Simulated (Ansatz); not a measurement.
Crystal: Ti2Co.

```
Co Ti
1.0
     0.00000    3.36500    3.36500
     3.36500    0.00000    3.36500
     3.36500    3.36500    0.00000
Co Ti
2 4
Direct
  0.75000 0.75000 0.75000
  0.50000 0.50000 0.50000
  0.12500 0.62500 0.12500
  0.12500 0.12500 0.62500
  0.62500 0.12500 0.12500
  0.12500 0.12500 0.12500
```

Program: Ansatz 0.2.0. Alike in all runs: task single point; level PBEsol; potentials or basis Ansatz PAW; cell as given; cutoff (eV) 420; smearing fermi-dirac 0.05 eV. Hardware: 2 threads of Arm Neoverse V1, on a shared host.

Q: Order these runs on this cell by their wall time, lowest first.
A. spin off; k mesh 7 × 7 × 7
B. spin collinear, ferromagnetic start; k mesh 7 × 7 × 7
C. spin non-collinear, random start; k mesh 5 × 5 × 5

A: A (2.9 s), B (21 s), C (380 s).

Caveats: the starting moments weren't kept (some runs).
